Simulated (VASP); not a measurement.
Here is a VASP 6.6.1 calculation.

Contents of POSCAR:

```
PbF2                                    
1.0
    0.0000000000      2.9462119385      2.9462119385
    2.9462119385      0.0000000000      2.9462119385
    2.9462119385      2.9462119385      0.0000000000
  Pb              F             
     1     2
Direct
     0.0000000000000000    0.0000000000000000    0.0000000000000000
     0.2500000000000000    0.2500000000000000    0.2500000000000000
     0.7500000000000000    0.7500000000000000    0.7500000000000000
```

INCAR.step1

```
PREC = Accurate
ENCUT = 520
EDIFF = 1E-5
ISMEAR = 0
SIGMA = 0.03
LREAL = F
LASPH = T
NELM = 80
ALGO = Normal
ISIF = 2
LWAVE = T
LCHARG = F
KPAR = 2
GGA = PE
```

Contents of INCAR.step2:

```
PREC = Accurate
ENCUT = 520
EDIFF = 1E-6
ISMEAR = 0
SIGMA = 0.03
LREAL = F
LASPH = T
NELM = 80
ALGO = Normal
ISIF = 2
LWAVE = F
LCHARG = F
METAGGA = MBJ
KPAR = 2
ISTART = 1
```

Contents of KPOINTS:

```
Automatic mesh
0
Gamma
  8 8 8
```

File KPOINTS_OPT:

```
explicit points
252
Reciprocal
 0.0000000000  0.0000000000  0.0000000000 1
 0.0357142857  0.0000000000  0.0357142857 1
 0.0714285714  0.0000000000  0.0714285714 1
 0.1071428571  0.0000000000  0.1071428571 1
 0.1428571429  0.0000000000  0.1428571429 1
 0.1785714286  0.0000000000  0.1785714286 1
[... 244 lines left out ...]
 0.4883264900  0.0116735100  0.5000000000 1
 0.5116735100 -0.0116735100  0.5000000000 1
```

Potentials or basis: VASP PAW PBE potentials, release 64 (Pb_d, F).

Launch:

```sh
$ cat potpaw_PBE.64/Pb_d/POTCAR potpaw_PBE.64/F/POTCAR > POTCAR
$ cp INCAR.step1 INCAR
$ mpirun -np 2 vasp_std > vasp.out
$ cp INCAR.step2 INCAR
$ mpirun -np 2 vasp_std > vasp.out
```

(1) Estimate the band gap on the k mesh.

(2) Estimate the band gap along the path.

## Answers

(1) 5.86 eV, indirect (least direct gap 5.94 eV).

(2) 5.86 eV, indirect (least direct gap 5.94 eV).

Caveat: spin-orbit coupling is left out, which as a rule narrows the gap of such compounds by several tenths of an eV.
